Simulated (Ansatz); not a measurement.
**CdSe: single point with revPBE+D3(BJ)**

The system is CdSe.

```
Cd Se
1.0
     0.00000    2.94864    2.94864
     2.94864    0.00000    2.94864
     2.94864    2.94864    0.00000
Cd Se
1 1
Direct
  0.00000 0.00000 0.00000
  0.50000 0.50000 0.50000
```

Measurements of this composition are mostly on another form, of space group No. 186.

The cell isn't the ideal one: volume scaled by 1.08.

```
Program             : Ansatz 0.2.0
Task                : single point
Functional          : revPBE
Dispersion          : D3(BJ)
Potentials or basis : all-electron LAPW, scalar-relativistic
Cutoff              : 204 eV (chosen from the basis error)
Basis error allowed : 0.001 eV/atom
k mesh              : 8 × 8 × 8
Occupations         : tetrahedron
Spin                : no spin polarisation
```

- Pressure: -7.2 GPa
- Band gap on the k mesh: none (metal or under the smearing width)

Levels at points of the mesh, in eV from the Fermi level:
```tsv
k point	band 20	band 21	band 22	band 23	band 24	band 25
(0.00, 0.00, 0.00)	-0.45	-0.45	-0.45	-0.05	8.66	8.66
(0.00, 0.00, -0.50)	-4.46	-0.01	-0.01	3.18	5.37	5.37
(0.00, -0.50, -0.50)	-3.53	-1.72	-1.72	-0.32	5.67	9.27
```

It took 6.9 s on 1 thread of Arm Neoverse V2, with other jobs on the host, peak memory 0.28 GiB.

Caveat: pairwise dispersion overbinds metals, which lowers pressure and volume; with tetrahedron occupations forces and stress needn't match the slope of the energy.
